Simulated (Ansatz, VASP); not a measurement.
# BeS: VASP beside Ansatz

```
Be S
1.0
     0.00000    2.39820    2.39820
     2.39820    0.00000    2.39820
     2.39820    2.39820    0.00000
Be S
1 1
Direct
  0.00000 0.00000 0.00000
  0.25000 0.25000 0.25000
```

Alike in both runs: functional LDA; k mesh 8 × 8 × 8; occupations gaussian, width 0.02 eV; no spin polarisation.

Ansatz relaxed the structure, and its values are those at the end. VASP's run is a single point on that final structure, the one shown.

|  | VASP | Ansatz |
| --- | --- | --- |
| version | VASP 6.6.1 | Ansatz 0.2.0 |
| potentials or method | VASP PAW LDA potentials, release 64 (Be, S) | scalar-relativistic, plane waves, PAW |
| plane-wave cutoff (eV) | 520 | 420 |
| valence electrons in the cell | 8 | 8 |

```csv
,VASP,Ansatz,Ansatz less VASP
gap on the k mesh at the Fermi level (eV),2.83,2.82,-0.007
least direct gap on the mesh (eV),5.53,5.50,-0.028
pressure (GPa),0.0,0.0,-0.03
```

A k mesh can miss the band edges. A hybrid or GW would open this gap; LDA tends to underestimate it.
